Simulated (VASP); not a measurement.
Ta2N, 9 atoms in the cell. The structure is trigonal, space group P-31m (No. 162). The conventional cell has a = 5.314 Å, b = 5.314 Å, c = 4.956 Å, α = 90.00°, β = 90.00°, γ = 120.00°. Ta (site symmetry m) is surrounded by 3 N at 2.15 to 2.17 Å. N (site symmetry 32) has 6 Ta at 2.17 Å as nearest neighbours. N (site symmetry -3m) has 6 Ta at 2.15 Å as nearest neighbours. The cell comes from a database or a generator and needn't be the stable form of this composition.

```yaml
Program: VASP 6.6.1
Task: single point
Functional: PBE
Potentials_or_basis: VASP PAW PBE potentials, release 64 (Ta_pv, N)
Cutoff: 520 eV
k_mesh: 9 × 9 × 8
Occupations: gaussian, width 0.1 eV
Spin: no spin polarisation
Dipole_correction: no
Further_INCAR_settings: ALGO = Fast; EDIFF = 1e-06; NBANDS = 50
```

Potentials or basis: VASP PAW PBE potentials, release 64 (Ta_pv, N).

Launch:

```sh
$ cat potpaw_PBE.64/Ta_pv/POTCAR potpaw_PBE.64/N/POTCAR > POTCAR
$ mpirun -np 1 vasp_std > vasp.out
```

Hardware: 1 thread of Intel(R) Xeon(R) 6975P-C (Granite Rapids), with other jobs on the host.

Question: Estimate the wall time of this run.

Answer: Run time: 7.6 min on 1 thread of Intel(R) Xeon(R) 6975P-C (Granite Rapids), on a shared host, peak memory 0.49 GiB. Counts: scf iterations 16, k points 81.
